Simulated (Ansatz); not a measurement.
Yb: equation of state with PBEsol

Crystal: Yb.

```xyz
1
Lattice="0.0000 2.7431 2.7431 2.7431 0.0000 2.7431 2.7431 2.7431 0.0000" Properties=species:S:1:pos:R:3 pbc="T T T"
Yb    0.0000    0.0000    0.0000
```

* Program: Ansatz 0.2.0
* Task: equation of state
* Functional: PBEsol
* Potentials or basis: all-electron LAPW, scalar-relativistic
* Basis error allowed: 0.0005 eV/atom
* k mesh: 8 × 8 × 8
* Occupations: fermi-dirac, width 0.05 eV
* Spin: collinear spin, ferromagnetic start
* Starting moments: [1.0] μB

```
Equilibrium volume : outside the volumes run
```

Energy against volume, from the lowest point:
| volume (Å³/atom) | energy (meV/atom) |
| --- | --- |
| 38.805 | 0.00 |
| 39.630 | 14.53 |
| 40.456 | 30.09 |
| 41.281 | 46.56 |
| 42.107 | 63.85 |
| 42.933 | 81.85 |
| 43.758 | 100.47 |

All runs of the series together: 110 s on 2 threads of Arm Neoverse V1, on a shared host.

Caveat: the starting moments weren't kept. The state reached can hang on the start; a lower one may exist.
